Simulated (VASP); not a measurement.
Here is a VASP 6.6.1 calculation.

File INCAR:

```
SYSTEM = MoS2
  PREC = Accurate
  ENCUT = 600
  EDIFF = 1E-6
  ISMEAR = 0
  SIGMA = 0.03
  LREAL = .False.
  LASPH = .True.
  NELM = 80
  ALGO = Normal
  ISIF = 3
  LWAVE = .False.
  LCHARG = .False.
  GGA = CA
  IBRION = 2
  NSW = 90
  EDIFFG = -0.01
  PSTRESS = 56.0
  KPAR = 2
```

Contents of KPOINTS:

```
Automatic mesh
0
Gamma
  12 12 3
  0 0 0
```

The input POSCAR:

```
MoS2
1.0
    3.1690000000      0.0000000000      0.0000000000
   -1.5845000000      2.7444345046      0.0000000000
    0.0000000000      0.0000000000     12.3240000000
Mo S
2 4
Direct
    0.3333333333      0.6666666667      0.2500000000
    0.6666666667      0.3333333333      0.7500000000
    0.3333333333      0.6666666667      0.6230000000
    0.6666666667      0.3333333333      0.1230000000
    0.3333333333      0.6666666667      0.8770000000
    0.6666666667      0.3333333333      0.3770000000
```

Potentials or basis: VASP PAW LDA potentials, release 64 (Mo_sv, S).

Command:

```console
$ cat potpaw_LDA.64/Mo_sv/POTCAR potpaw_LDA.64/S/POTCAR > POTCAR
$ mpirun -np 2 vasp_std > vasp.out
```

What does it give for the band gap on the k mesh?

0.39 eV, indirect (least direct gap 1.85 eV).

What does it give for the relaxed volume?

15.72 Å³/atom.

What does it give for the relaxed cell?

a = 3.082 Å, b = 3.082 Å, c = 11.464 Å, α = 90.00°, β = 90.00°, γ = 120.00°.

Step by step:
```csv
step,energy change (eV),largest force (eV/Å),pressure (GPa),volume (Å³)
1,0.0000,0.4650,-5.54,107.18
2,1.5571,3.8826,37.64,89.04
3,-0.0275,0.6472,4.55,101.08
4,-0.0203,0.6928,4.99,100.86
5,-0.0145,0.3221,5.20,98.95
6,0.0094,0.1567,5.37,98.09
7,0.0115,0.1515,5.76,96.65
8,0.0624,0.1175,6.99,93.87
9,0.0723,0.1097,7.15,93.58
10,0.0341,0.5333,0.97,95.68
11,0.0527,0.0402,5.71,94.05
12,0.0530,0.0370,5.70,94.04
13,0.0477,0.0036,5.70,94.18
14,0.0485,0.0027,5.70,94.16
15,0.0488,0.0056,5.69,94.15
16,0.0433,0.0229,5.44,94.31
17,0.0450,0.0178,5.51,94.26
18,0.0439,0.0110,5.53,94.29
19,0.0426,0.0028,5.55,94.32
```

Caveat: the cell is relaxed towards a set pressure, so the enthalpy falls and the energy may rise; an odd mesh through Γ misses points on the zone boundary, where band edges often lie.
